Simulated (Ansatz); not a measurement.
# InP: stiffness from strained cells, part 2 of 3

How stiff is the crystal, and how unevenly? Runs: cell and atoms relaxed (PAW); reference run (PAW and LAPW).

Ansatz 0.2.0; DFT PBEsol. The steps go on from the part before.

**3. Reference run, PAW**

The COD entry's cell or inner coordinates are ideal or old and differ from later refinements, so a difference from it is no clean test against experiment.

File input.yaml:

```yaml
crystal:
  lattice:
    - [0.0, 2.93932870906, 2.93932870906]
    - [2.93932870906, 0.0, 2.93932870906]
    - [2.93932870906, 2.93932870906, 0.0]
  atoms:
    - { symbol: In, position: [0.0, 0.0, 0.0] }
    - { symbol: P, position: [0.75, 0.75, 0.75] }
kpoints:
  mp_grid: { grid: [8, 8, 8] }
scf:
  occupations: { method: fixed }
hamiltonian:
  xc: pbesol
  pseudopotentials: { kind: paw }
elastic:
  mode: relaxed_ion
  stencil: four_point
  amplitude: 0.005
```

Run with:

```console
ansatz run input.yaml --threads 1 --pin off --max-ram 2560MiB --backend cpu --events-out ev --progress --plain --runs-dir out
```

What it wrote:

```text
Engine: ansatz 0.2.0
Pseudopotentials: kind: paw
Pseudopotential: In, paw, valence charge 13, recommended cutoff 420 eV (normal), In.paw.azcp
Pseudopotential: P, paw, valence charge 5, recommended cutoff 420 eV (normal), P.paw.azcp
Functional definition: PBEsol
  exchange = pbesol_x
  correlation = pbesol_c
Crystal: 2 atoms, lattice volume = 50.790 Å³
Basis set: ecut = 420 eV, 965 PW (Γ), exchange–correlation on 60×60×60 points (8 copies of the dense FFT grid, shifted against one another)
Bands: 13, of which v1, the nominal top of the filled ones, is band 9 counted from 1 (8 counted from 0)
Symmetry: 24 space group operations
Space group: F-43m (ITA 216), of the structure as read, at distance tolerance 3.7e-5 Å
k-points: 29 of 512 (time reversal used)
Non-local potential: In, projectors of the file, l = 0: 2, l = 1: 2, l = 2: 2, l = 3: 2
Non-local potential: P, projectors of the file, l = 0: 2, l = 1: 2, l = 2: 2
PAW form: soft (Blöchl's): semilocal exchange-correlation on the pseudo side does not see the compensation charge
PAW frozen core: In, regenerated for the run's functional, and the local potential with it (the file was generated under x = pbe(κ = 0.804, μ = 0.2195149727645171), c = pbe(β = 0.06672455060314922))
PAW frozen core: P, regenerated for the run's functional, and the local potential with it (the file was generated under x = pbe(κ = 0.804, μ = 0.2195149727645171), c = pbe(β = 0.06672455060314922))
PAW one-centre angular grid: In, 590 points (default); XC on 64 Gauss nodes
PAW one-centre angular grid: P, 110 points (default); XC on 64 Gauss nodes
Initial density: superposition of atomic densities (neutral atoms: chi_scale 0, normalization atom), corrected by the library's trained network
Initial wavefunctions: pseudopotential atomic-orbital guess
Functional: x = pbesol(κ = 0.804, μ = 0.12345679012345678), c = pbesol(β = 0.046)
SCF iter   1: F=—  HF=-6265.874817 eV  |F-HF|=—  |Δ(HF+E_count)|=         —  Δρ=5.36e-3  dr2=2.63e-2  ethr=1.77e-3  ⟨swp⟩=5.0  Hψ=1986  notcnv=0  defer=52
preconditioner: auto → none  [insulator: Δε(μ)=0.524 eV  Ē_g=14.594 eV  n_scr=14 (ndim 8)  ℏωp=22.1 eV  f_vac=0.021  ε∞_Penn≈3.3]
SCF iter   2: F=—  HF=-6265.865429 eV  |F-HF|=—  |Δ(HF+E_count)|=   9.39e-3  Δρ=1.85e-3  dr2=1.61e-3  ethr=1.46e-4  ⟨swp⟩=2.9  Hψ=773  notcnv=0  defer=54
SCF iter   3: F=—  HF=-6265.865013 eV  |F-HF|=—  |Δ(HF+E_count)|=   4.17e-4  Δρ=5.12e-4  dr2=1.59e-4  ethr=8.97e-6  ⟨swp⟩=2.8  Hψ=739  notcnv=0  defer=55
SCF iter   4: F=—  HF=-6265.865031 eV  |F-HF|=—  |Δ(HF+E_count)|=   1.82e-5  Δρ=2.54e-4  dr2=3.54e-5  ethr=8.84e-7  ⟨swp⟩=2.1  Hψ=443  notcnv=0  defer=54
SCF iter   5: F=—  HF=-6265.865041 eV  |F-HF|=—  |Δ(HF+E_count)|=   1.01e-5  Δρ=5.38e-5  dr2=2.16e-6  ethr=1.97e-7  ⟨swp⟩=2.3  Hψ=462  notcnv=0  defer=49
SCF iter   6: F=—  HF=-6265.865044 eV  |F-HF|=—  |Δ(HF+E_count)|=   3.49e-6  Δρ=5.54e-6  dr2=1.44e-8  ethr=1.20e-8  ⟨swp⟩=2.0  Hψ=490  notcnv=0  defer=48
SCF iter   7: F=—  HF=-6265.865044 eV  |F-HF|=—  |Δ(HF+E_count)|=   5.12e-9  Δρ=5.97e-7  dr2=2.07e-10  ethr=7.99e-11  ⟨swp⟩=2.6  Hψ=589  notcnv=0  defer=48
SCF iter   8: F=—  HF=-6265.865044 eV  |F-HF|=—  |Δ(HF+E_count)|=  3.55e-11  Δρ=7.00e-8  dr2=2.25e-12  ethr=1.15e-12  ⟨swp⟩=2.6  Hψ=673  notcnv=0  defer=43
SCF iter   9: F=-6265.865044 eV  HF=-6265.865044 eV  |F-HF|=3.64e-12  |Δ(HF+E_count)|=  1.82e-12  Δρ=5.91e-9  dr2=7.05e-15  ethr=1.00e-12  ⟨swp⟩=10.0  Hψ=2332  notcnv=0
SCF 1 converged in 9 iterations: F = -6265.865044 eV  dr2 = 7.05e-15
Crystal: 2 atoms, lattice volume = 50.282 Å³
Basis set: ecut = 420 eV, 957 PW (Γ), exchange–correlation on 60×60×60 points (8 copies of the dense FFT grid, shifted against one another)
Symmetry: 8 space group operations
k-points: 59 of 512 (time reversal used)
Initial density: handed on by an earlier stage of this run
Initial wavefunctions: those handed on with the density
iter 1 solved again at ethr=1.47e-6 eV; its pass at ethr=3.10e-3 eV (dr2=2.64e-4 eV) is discarded
SCF iter   1: F=—  HF=-6265.863654 eV  |F-HF|=—  |Δ(HF+E_count)|=         —  Δρ=5.80e-4  dr2=2.63e-4  ethr=1.47e-6  ⟨swp⟩=2.9  Hψ=5185  notcnv=0  defer=117
preconditioner: auto → none  [insulator: Δε(μ)=0.596 eV  Ē_g=14.644 eV  n_scr=14 (ndim 8)  ℏωp=22.2 eV  f_vac=0.007  ε∞_Penn≈3.3]
SCF iter   2: F=—  HF=-6265.863592 eV  |F-HF|=—  |Δ(HF+E_count)|=   6.22e-5  Δρ=2.38e-4  dr2=2.62e-5  ethr=1.46e-6  ⟨swp⟩=2.0  Hψ=1044  notcnv=0  defer=117
SCF iter   3: F=—  HF=-6265.863591 eV  |F-HF|=—  |Δ(HF+E_count)|=   6.93e-7  Δρ=1.03e-4  dr2=4.40e-6  ethr=1.46e-7  ⟨swp⟩=3.0  Hψ=1318  notcnv=0  defer=104
SCF iter   4: F=—  HF=-6265.863595 eV  |F-HF|=—  |Δ(HF+E_count)|=   3.77e-6  Δρ=1.94e-5  dr2=1.32e-7  ethr=2.45e-8  ⟨swp⟩=2.8  Hψ=1248  notcnv=0  defer=103
SCF iter   5: F=—  HF=-6265.863594 eV  |F-HF|=—  |Δ(HF+E_count)|=   4.50e-7  Δρ=3.39e-6  dr2=4.14e-9  ethr=7.34e-10  ⟨swp⟩=2.0  Hψ=1295  notcnv=0  defer=103
SCF iter   6: F=—  HF=-6265.863594 eV  |F-HF|=—  |Δ(HF+E_count)|=   2.75e-9  Δρ=5.00e-7  dr2=8.52e-11  ethr=2.30e-11  ⟨swp⟩=3.0  Hψ=1476  notcnv=0  defer=103
SCF iter   7: F=—  HF=-6265.863594 eV  |F-HF|=—  |Δ(HF+E_count)|=  1.18e-10  Δρ=4.36e-8  dr2=1.30e-12  ethr=4.73e-13 (applied; sched 1.00e-12)  ⟨swp⟩=2.1  Hψ=1056  notcnv=0  defer=103
SCF iter   8: F=-6265.863594 eV  HF=-6265.863594 eV  |F-HF|=0.00e0  |Δ(HF+E_count)|=  1.82e-12  Δρ=3.36e-9  dr2=3.60e-15  ethr=1.00e-12  ⟨swp⟩=6.2  Hψ=2945  notcnv=0
SCF 2 converged in 8 iterations: F = -6265.863594 eV  dr2 = 3.60e-15
Crystal: 2 atoms, lattice volume = 51.297 Å³
iter 1 solved again at ethr=5.24e-10 eV; its pass at ethr=3.10e-3 eV (dr2=9.43e-8 eV) is discarded
SCF iter   1: F=—  HF=-6265.863507 eV  |F-HF|=—  |Δ(HF+E_count)|=         —  Δρ=1.65e-5  dr2=1.04e-7  ethr=5.24e-10  ⟨swp⟩=3.9  Hψ=5002  notcnv=0  defer=103
preconditioner: auto → none  [insulator: Δε(μ)=0.498 eV  Ē_g=14.565 eV  n_scr=14 (ndim 8)  ℏωp=22.0 eV  f_vac=0.011  ε∞_Penn≈3.3]
SCF iter   2: F=—  HF=-6265.863508 eV  |F-HF|=—  |Δ(HF+E_count)|=   8.90e-7  Δρ=7.54e-6  dr2=1.72e-8  ethr=5.24e-10  ⟨swp⟩=2.1  Hψ=947  notcnv=0  defer=103
SCF iter   3: F=—  HF=-6265.863508 eV  |F-HF|=—  |Δ(HF+E_count)|=   6.48e-8  Δρ=2.92e-6  dr2=3.65e-9  ethr=9.57e-11  ⟨swp⟩=3.0  Hψ=1326  notcnv=0  defer=103
SCF iter   4: F=—  HF=-6265.863508 eV  |F-HF|=—  |Δ(HF+E_count)|=   5.40e-9  Δρ=3.52e-7  dr2=4.17e-11  ethr=2.03e-11  ⟨swp⟩=3.0  Hψ=1347  notcnv=0  defer=103
SCF iter   5: F=—  HF=-6265.863508 eV  |F-HF|=—  |Δ(HF+E_count)|=  6.73e-11  Δρ=5.79e-8  dr2=1.23e-12  ethr=2.32e-13 (applied; sched 1.00e-12)  ⟨swp⟩=3.1  Hψ=1482  notcnv=0  defer=103
SCF iter   6: F=-6265.863508 eV  HF=-6265.863508 eV  |F-HF|=9.09e-13  |Δ(HF+E_count)|=  9.09e-13  Δρ=1.54e-8  dr2=6.06e-14  ethr=1.00e-12  ⟨swp⟩=5.1  Hψ=2790  notcnv=0
SCF 3 converged in 6 iterations: F = -6265.863508 eV  dr2 = 6.06e-14
Crystal: 2 atoms, lattice volume = 51.044 Å³
SCF iter   1: F=—  HF=-6265.864656 eV  |F-HF|=—  |Δ(HF+E_count)|=         —  Δρ=3.43e-6  dr2=2.24e-10  ethr=1.00e-12  ⟨swp⟩=8.1  Hψ=5579  notcnv=0  defer=109
preconditioner: auto → none  [insulator: Δε(μ)=0.533 eV  Ē_g=14.587 eV  n_scr=14 (ndim 8)  ℏωp=22.1 eV  f_vac=0.011  ε∞_Penn≈3.3]
SCF iter   2: F=—  HF=-6265.864656 eV  |F-HF|=—  |Δ(HF+E_count)|=   3.92e-8  Δρ=1.70e-6  dr2=5.54e-11  ethr=1.00e-12  ⟨swp⟩=2.5  Hψ=1774  notcnv=0  defer=109
SCF iter   3: F=—  HF=-6265.864656 eV  |F-HF|=—  |Δ(HF+E_count)|=   1.29e-8  Δρ=2.38e-7  dr2=7.29e-12  ethr=3.08e-13 (applied; sched 1.00e-12)  ⟨swp⟩=2.2  Hψ=1048  notcnv=0  defer=109
SCF iter   4: F=—  HF=-6265.864656 eV  |F-HF|=—  |Δ(HF+E_count)|=  2.02e-10  Δρ=2.57e-8  dr2=2.15e-13  ethr=4.05e-14 (applied; sched 1.00e-12)  ⟨swp⟩=2.0  Hψ=1298  notcnv=0  defer=109
SCF iter   5: F=-6265.864656 eV  HF=-6265.864656 eV  |F-HF|=1.82e-12  |Δ(HF+E_count)|=  5.46e-12  Δρ=6.60e-9  dr2=6.98e-15  ethr=1.00e-12  ⟨swp⟩=5.0  Hψ=2433  notcnv=0
SCF 4 converged in 5 iterations: F = -6265.864656 eV  dr2 = 6.98e-15
Crystal: 2 atoms, lattice volume = 50.536 Å³
SCF iter   1: F=—  HF=-6265.864704 eV  |F-HF|=—  |Δ(HF+E_count)|=         —  Δρ=1.13e-6  dr2=7.16e-11  ethr=1.00e-12  ⟨swp⟩=8.0  Hψ=5487  notcnv=0  defer=103
preconditioner: auto → none  [insulator: Δε(μ)=0.579 eV  Ē_g=14.628 eV  n_scr=14 (ndim 8)  ℏωp=22.2 eV  f_vac=0.010  ε∞_Penn≈3.3]
SCF iter   2: F=—  HF=-6265.864704 eV  |F-HF|=—  |Δ(HF+E_count)|=   1.75e-9  Δρ=5.42e-7  dr2=1.63e-11  ethr=3.98e-13 (applied; sched 1.00e-12)  ⟨swp⟩=2.0  Hψ=1545  notcnv=0  defer=103
SCF iter   3: F=—  HF=-6265.864704 eV  |F-HF|=—  |Δ(HF+E_count)|=  5.78e-10  Δρ=1.12e-7  dr2=1.93e-12  ethr=9.06e-14 (applied; sched 1.00e-12)  ⟨swp⟩=2.2  Hψ=1077  notcnv=0  defer=103
SCF iter   4: F=—  HF=-6265.864704 eV  |F-HF|=—  |Δ(HF+E_count)|=  1.91e-11  Δρ=1.87e-8  dr2=1.36e-13  ethr=1.07e-14 (applied; sched 1.00e-12)  ⟨swp⟩=2.0  Hψ=1298  notcnv=0  defer=103
SCF iter   5: F=-6265.864704 eV  HF=-6265.864704 eV  |F-HF|=1.82e-12  |Δ(HF+E_count)|=  2.73e-12  Δρ=5.32e-9  dr2=4.65e-15  ethr=1.00e-12  ⟨swp⟩=5.0  Hψ=2409  notcnv=0
SCF 5 converged in 5 iterations: F = -6265.864704 eV  dr2 = 4.65e-15
Crystal: 2 atoms, lattice volume = 50.788 Å³
Symmetry: 4 space group operations
k-points: 95 of 512 (time reversal used)
Initial wavefunctions: pseudopotential atomic-orbital guess (no wavefunctions were taken with the density)
iter 1 solved again at ethr=8.28e-5 eV; its pass at ethr=3.10e-3 eV (dr2=1.49e-2 eV) is discarded
SCF iter   1: F=—  HF=-6265.871650 eV  |F-HF|=—  |Δ(HF+E_count)|=         —  Δρ=5.71e-3  dr2=1.48e-2  ethr=8.28e-5  ⟨swp⟩=2.1  Hψ=8765  notcnv=0  defer=185
preconditioner: auto → none  [insulator: Δε(μ)=0.539 eV  Ē_g=14.607 eV  n_scr=14 (ndim 8)  ℏωp=22.1 eV  f_vac=0.010  ε∞_Penn≈3.3]
SCF iter   2: F=—  HF=-6265.864825 eV  |F-HF|=—  |Δ(HF+E_count)|=   6.82e-3  Δρ=2.32e-3  dr2=1.54e-3  ethr=8.23e-5  ⟨swp⟩=2.6  Hψ=2054  notcnv=0  defer=190
SCF iter   3: F=—  HF=-6265.864005 eV  |F-HF|=—  |Δ(HF+E_count)|=   8.20e-4  Δρ=4.82e-4  dr2=5.92e-5  ethr=8.56e-6  ⟨swp⟩=2.6  Hψ=2262  notcnv=0  defer=190
SCF iter   4: F=—  HF=-6265.863978 eV  |F-HF|=—  |Δ(HF+E_count)|=   2.72e-5  Δρ=7.50e-5  dr2=1.28e-6  ethr=3.29e-7  ⟨swp⟩=2.0  Hψ=2074  notcnv=0  defer=172
SCF iter   5: F=—  HF=-6265.863976 eV  |F-HF|=—  |Δ(HF+E_count)|=   1.38e-6  Δρ=1.27e-5  dr2=9.30e-8  ethr=7.12e-9  ⟨swp⟩=2.0  Hψ=2132  notcnv=0  defer=152
SCF iter   6: F=—  HF=-6265.863976 eV  |F-HF|=—  |Δ(HF+E_count)|=   6.58e-9  Δρ=1.89e-6  dr2=1.13e-9  ethr=5.17e-10  ⟨swp⟩=2.0  Hψ=2115  notcnv=0  defer=144
SCF iter   7: F=—  HF=-6265.863976 eV  |F-HF|=—  |Δ(HF+E_count)|=   1.80e-9  Δρ=4.38e-7  dr2=1.45e-10  ethr=6.27e-12  ⟨swp⟩=2.5  Hψ=2222  notcnv=0  defer=137
SCF iter   8: F=—  HF=-6265.863976 eV  |F-HF|=—  |Δ(HF+E_count)|=  3.46e-11  Δρ=1.60e-7  dr2=1.58e-11  ethr=8.04e-13 (applied; sched 1.00e-12)  ⟨swp⟩=2.9  Hψ=2377  notcnv=0  defer=134
SCF iter   9: F=—  HF=-6265.863976 eV  |F-HF|=—  |Δ(HF+E_count)|=  3.64e-12  Δρ=2.39e-8  dr2=2.01e-13  ethr=8.76e-14 (applied; sched 1.00e-12)  ⟨swp⟩=3.0  Hψ=2192  notcnv=0  defer=132
SCF iter  10: F=-6265.863976 eV  HF=-6265.863976 eV  |F-HF|=1.82e-12  |Δ(HF+E_count)|=    0.00e0  Δρ=4.37e-9  dr2=5.07e-15  ethr=1.00e-12  ⟨swp⟩=5.2  Hψ=3960  notcnv=0
SCF 6 converged in 10 iterations: F = -6265.863976 eV  dr2 = 5.07e-15
relax step   1: F+E_penalty+E_count = -6265.86397622 eV  Δ(F+E_penalty+E_count) = +0.000e0 eV  max|allowed force component| = 7.905e-2 eV/Å  Δτ_max = 0.0000 Å  (10 SCF iters, accepted)
[... 11 lines left out ...]
relax step   2: F+E_penalty+E_count = -6265.86437249 eV  Δ(F+E_penalty+E_count) = -3.963e-4 eV  max|allowed force component| = 2.408e-3 eV/Å  Δτ_max = 0.0052 Å  (8 SCF iters, accepted)
[... 11 lines left out ...]
relax step   1: F+E_penalty+E_count = -6265.86478673 eV  Δ(F+E_penalty+E_count) = +0.000e0 eV  max|allowed force component| = 3.952e-2 eV/Å  Δτ_max = 0.0000 Å  (10 SCF iters, accepted)
[... 10 lines left out ...]
relax step   2: F+E_penalty+E_count = -6265.86488586 eV  Δ(F+E_penalty+E_count) = -9.913e-5 eV  max|allowed force component| = 1.001e-9 eV/Å  Δτ_max = 0.0025 Å  (8 SCF iters, accepted)
[... 17 lines left out ...]
relax step   1: F+E_penalty+E_count = -6265.86397622 eV  Δ(F+E_penalty+E_count) = +0.000e0 eV  max|allowed force component| = 7.905e-2 eV/Å  Δτ_max = 0.0000 Å  (10 SCF iters, accepted)
[... 10 lines left out ...]
relax step   2: F+E_penalty+E_count = -6265.86437285 eV  Δ(F+E_penalty+E_count) = -3.966e-4 eV  max|allowed force component| = 1.871e-5 eV/Å  Δτ_max = 0.0050 Å  (8 SCF iters, accepted)
iter 1 solved again at ethr=1.00e-12 eV; its pass at ethr=3.10e-3 eV (dr2=1.88e-13 eV) is discarded
SCF iter   1: F=—  HF=-6265.864372 eV  |F-HF|=—  |Δ(HF+E_count)|=         —  Δρ=2.68e-8  dr2=2.25e-13  ethr=1.00e-12  ⟨swp⟩=2.1  Hψ=7108  notcnv=0  defer=143
SCF iter   2: F=—  HF=-6265.864373 eV  |F-HF|=—  |Δ(HF+E_count)|=   6.74e-7  Δρ=2.07e-8  dr2=2.84e-13  ethr=1.25e-15 (applied; sched 1.00e-12)  ⟨swp⟩=3.3  Hψ=2524  notcnv=0  defer=143
SCF iter   3: F=-6265.864373 eV  HF=-6265.864373 eV  |F-HF|=0.00e0  |Δ(HF+E_count)|=  1.82e-12  Δρ=1.13e-8  dr2=5.45e-14  ethr=1.00e-12  ⟨swp⟩=3.2  Hψ=4269  notcnv=0
SCF 18 converged in 3 iterations: F = -6265.864373 eV  dr2 = 5.45e-14
SCF converged after 9 iterations
Free energy (F): -6265.865044 eV
Harris-Foulkes:  -6265.865044 eV  (|F-HF|=3.64e-12)
Internal energy: -6265.865044 eV  (E = F + TS)
E sigma→0 (E₀):  -6265.865044 eV
Fermi energy:    6.779868 eV
--- Per-component energies (eV) ---
  E_band       = -55.565821
  E_kinetic    = 313.358580
  E_local      = -1404.480570  (includes V_loc(G=0)·N_el)
  E_nonlocal   = 402.764934
  E_hartree    = 552.322061
  E_xc         = -274.033800
  E_vxc        = -160.064738  (∫ρ·V_xc dr)
  E_paw        = -4639.036570  (= ΣΔE_a)
  E_vpaw       = -311.788181  (= ΣTr[D̂ρ^β])
  E_aug_tail   = 0.000029  (compensation charges beyond the density's cutoff)
  E_ewald      = -1217.041708
  E_core_change = 0.281999  (= ΣΔE_core)
  E_smearing   = -0.000000  (= −TS)
  E_closure    = 0.000000  (closes the sum)
  Σ components = -6265.865044   (vs F -6265.865044, Δ=0.00e0)
--- Forces (eV/Å), atoms counted from 1 ---
  atom   1  In    -0.00000000     0.00000000    -0.00000000
  atom   2  P      0.00000000     0.00000000    -0.00000000
  max |Σ_I F_I| component: 9.25e-17 eV/Å
--- Stress (GPa, compression-positive) ---
       -0.016669       0.000000      -0.000000
        0.000000      -0.016669       0.000000
       -0.000000       0.000000      -0.016669
  P = ⅓ Tr σ = -0.0167 GPa (-0.167 kbar)
--- Band table (eV; the first three rows and the last of 29) ---
  k-point 0: bands = ["-7.3618", "-7.3618", "-7.3618", "-7.2110", "-7.2110", "-4.7037", "6.7799", "6.7799", "6.7799", "7.3477", "10.7914", "10.7914", "10.7914"]
  k-point 1: bands = ["-7.3805", "-7.3545", "-7.3545", "-7.2109", "-7.2109", "-4.5263", "5.2049", "6.5931", "6.5931", "8.3254", "10.9271", "11.0686", "11.0686"]
  k-point 2: bands = ["-7.4230", "-7.3389", "-7.3389", "-7.2085", "-7.2085", "-4.0303", "3.3122", "6.2218", "6.2218", "8.4599", "11.4908", "11.4908", "11.9784"]
  k-point 28: bands = ["-7.5108", "-7.3031", "-7.2671", "-7.2318", "-7.1962", "-2.2531", "1.1574", "3.8174", "3.8563", "10.9731", "11.0826", "12.2285", "12.8530"]
--- Elastic constants: 2 strain directions × 4 members + reference (group order 24) ---
  dense FFT box of the reference and of every strained cell: 30×30×30
  strains applied: 11, 23; error gains: componentwise 1.00 (the most a stress slope's error grows in a printed constant), spectral 1.73 (1 for all six strains in a standard setting)
  C = ∂σ_k/∂η_j (tension-positive GPa; Voigt order 11 22 33 23 13 12):
        94.810     52.826     52.826     -0.000      0.000      0.000
        52.826     94.810     52.826     -0.000      0.000      0.000
        52.826     52.826     94.810     -0.000      0.000      0.000
         0.000      0.000      0.000     43.200      0.000     -0.000
         0.000      0.000      0.000     -0.000     43.200     -0.000
         0.000     -0.000      0.000     -0.000     -0.000     43.200
  reference stress σ⁰ (GPa):      0.017      0.017      0.017     -0.000      0.000     -0.000
  C* (energy form; C + prestress term) asymmetry max|C*_kj − C*_jk| = 2.132e-14 GPa — a small one proves nothing (zero by symmetry where the batch's group is 432, −43m or m−3m); a large one is finite-difference/SCF noise where every solve meets its electron count
  moduli (Voigt/Reuss/Hill, GPa): K = 66.82/66.82/66.82   G = 34.32/30.35/32.34   E = 83.53   ν = 0.292
  mechanically stable: yes (min eigenvalue of sym C = 41.98 GPa)
  strain η (Voigt 11):  stress-route row diagonal C_11 = 94.81 GPa, energy-path curvature d²(F+E_count+ΔE)/dδ²/Ω₀ = 94.81 GPa
    cells at ±δ against ±2δ: C21 52.83 and 52.86 GPa, apart by 0.02 % of the column's largest entry
         δ    σ_11 (GPa)             F (eV)   n_scf  n_hpsi   n_pw
    -1.000e-2      -0.9410       -6265.8635944       8   16160    998   relax 0 steps, max|allowed force component| 8.33e-17 eV/Å
    -5.000e-3      -0.4596       -6265.8647037       5   12400    998   relax 0 steps, max|allowed force component| 1.94e-16 eV/Å
     5.000e-3       0.4884       -6265.8646562       5   12719   1010   relax 0 steps, max|allowed force component| 1.67e-16 eV/Å
     1.000e-2       0.9549       -6265.8635082       6   13480   1018   relax 0 steps, max|allowed force component| 2.08e-16 eV/Å
  strain η (Voigt 23):  stress-route row diagonal C_44 = 43.20 GPa, energy-path curvature d²(F+E_count+ΔE)/dδ²/Ω₀ = 43.19 GPa
    cells at ±δ against ±2δ: C44 43.20 and 43.19 GPa, apart by 0.01 % of the column's largest entry
         δ    σ_23 (GPa)             F (eV)   n_scf  n_hpsi   n_pw
    -1.000e-2      -0.4319       -6265.8643729       3   14803   1003   relax 3 steps, max|allowed force component| 3.95e-7 eV/Å
    -5.000e-3      -0.2160       -6265.8648859       3   14798   1002   relax 2 steps, max|allowed force component| 2.62e-6 eV/Å
     5.000e-3       0.2160       -6265.8648859       3   14803   1002   relax 2 steps, max|allowed force component| 1.00e-9 eV/Å
     1.000e-2       0.4319       -6265.8643729       3   14838   1003   relax 2 steps, max|allowed force component| 1.87e-5 eV/Å
```

Run time: 93 s. Hardware: 1 thread of Arm Neoverse V1, shared host; peak memory 0.38 GiB.

C in GPa (Voigt order xx, yy, zz, yz, xz, xy):

```
94.8 52.8 52.8  0.0  0.0  0.0
52.8 94.8 52.8  0.0  0.0  0.0
52.8 52.8 94.8  0.0  0.0  0.0
 0.0  0.0  0.0 43.2  0.0  0.0
 0.0  0.0  0.0  0.0 43.2  0.0
 0.0  0.0  0.0  0.0  0.0 43.2
```

(Continued in part 3 of 3.)
